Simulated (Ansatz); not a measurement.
## Ge, before and after

Recipe of this trial structure of Ge: 6-connected net of one element (P6_3/mcm, No. 193). Its size is a rough estimate.

start.cif

```cif
data_structure
_symmetry_space_group_name_H-M 'P6_3/mcm'
_symmetry_Int_Tables_number 193
_cell_length_a 5.3972
_cell_length_b 5.3972
_cell_length_c 6.3691
_cell_angle_alpha 90.000
_cell_angle_beta 90.000
_cell_angle_gamma 120.000
_cell_volume 160.67
loop_
_atom_site_label
_atom_site_type_symbol
_atom_site_symmetry_multiplicity
_atom_site_Wyckoff_symbol
_atom_site_fract_x
_atom_site_fract_y
_atom_site_fract_z
_atom_site_occupancy
Ge1 Ge 6 g 0.27462 0.00000 0.25000 1
Ge2 Ge 4 d 0.33333 0.66667 0.00000 1
```

Level of theory: DFT PBE, scalar-relativistic, plane waves, PAW (Ansatz). Cutoff 420 eV, Gaussian smearing, Γ-centred meshes. Cell and atoms relax first on a coarse mesh and then on a finer one. In between, the cell is made exact in the group found at 0.06 Å. In metals the finer mesh still leaves noise of several meV/atom or more. The steps can't lower the symmetry of their start. No spin polarisation.

end.cif

```cif
data_structure
_symmetry_space_group_name_H-M 'P6_3/mcm'
_symmetry_Int_Tables_number 193
_cell_length_a 5.7160
_cell_length_b 5.7160
_cell_length_c 7.1407
_cell_angle_alpha 90.000
_cell_angle_beta 90.000
_cell_angle_gamma 120.000
_cell_volume 202.05
loop_
_atom_site_label
_atom_site_type_symbol
_atom_site_symmetry_multiplicity
_atom_site_Wyckoff_symbol
_atom_site_fract_x
_atom_site_fract_y
_atom_site_fract_z
_atom_site_occupancy
Ge1 Ge 6 g 0.27409 0.00000 0.25000 1
Ge2 Ge 4 d 0.33333 0.66667 0.00000 1
```

The symmetry stays P6_3/mcm (No. 193). The volume per atom grows by 25.8 %, from 16.1 to 20.2 Å³. The shortest distance goes from 2.54 Å (Ge–Ge) to 2.71 Å (Ge–Ge). The energy falls by about 0.27 eV/atom (the start's value is from the coarse mesh).

```
Volume per atom                             : 20.20 Å³
Density                                     : 5.97 g/cm³
Energy over the standard state              : +0.28 eV/atom
Gap on the 12×12×6 mesh of the 10-atom cell : 0 eV (a metal)
```

Energies count from the standard state of Ge at the same level. It lies above the standard state, so it could only be metastable.

The last run used Gaussian smearing of 0.10 eV. Symmetry constrained the relaxation, so the result can be a saddle point. In all, the 3 runs took 15 min on 1 thread of Intel(R) Xeon(R) Processor @ 2.50GHz (Skylake/Cascade Lake), on a shared host. Another cell of Ge relaxed alike, in P6_3/mmc, lies 280 meV/atom lower, so this cell isn't the stable form at this level.
